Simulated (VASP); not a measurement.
**TiPbO3: band structure with PBEsol**

Crystal: TiPbO3.

```xyz
5
Lattice="3.8769 0.0000 0.0000 0.0000 3.8769 0.0000 0.0000 0.0000 4.1766" Properties=species:S:1:pos:R:3 pbc="T T T"
Ti    1.9384    1.9384    2.2407
Pb    0.0000    3.8769    4.1729
O     1.9384    1.9384    0.4639
O     1.9384    0.0000    2.5780
O     0.0000    1.9384    2.5780
```

```yaml
Program: VASP 6.6.1
Task: band structure
Functional: PBEsol
Potentials_or_basis: VASP PAW PBE potentials, release 64 (Ti_sv, Pb_d, O)
Cutoff: 520 eV
k_mesh: 6 × 6 × 6
Occupations: gaussian, width 0.03 eV
Spin: spin-orbit coupling, no magnetisation
Further_INCAR_settings: ALGO = Normal; EDIFF = 1e-06; NBANDS = 61
```

The pressure is 0.0 GPa, the largest force is 0.044 eV/Å and the valence electrons inside the program's atomic spheres are Ti 10.36; Pb 11.79; O 4.98, 5.01.

Forces in eV/Å, atoms in the order of the input:
```
Ti   0.000  0.000 -0.006
Pb   0.000  0.000 -0.044
O    0.000  0.000  0.003
O    0.000  0.000  0.024
O    0.000  0.000  0.024
```

Run time: 6 min on 2 MPI ranks on Intel(R) Xeon(R) 6975P-C (Granite Rapids), with other jobs on the host, peak memory 0.7 GiB a rank.

Caveat: the PAW data sets were made with another functional, which shifts forces and pressure a little.
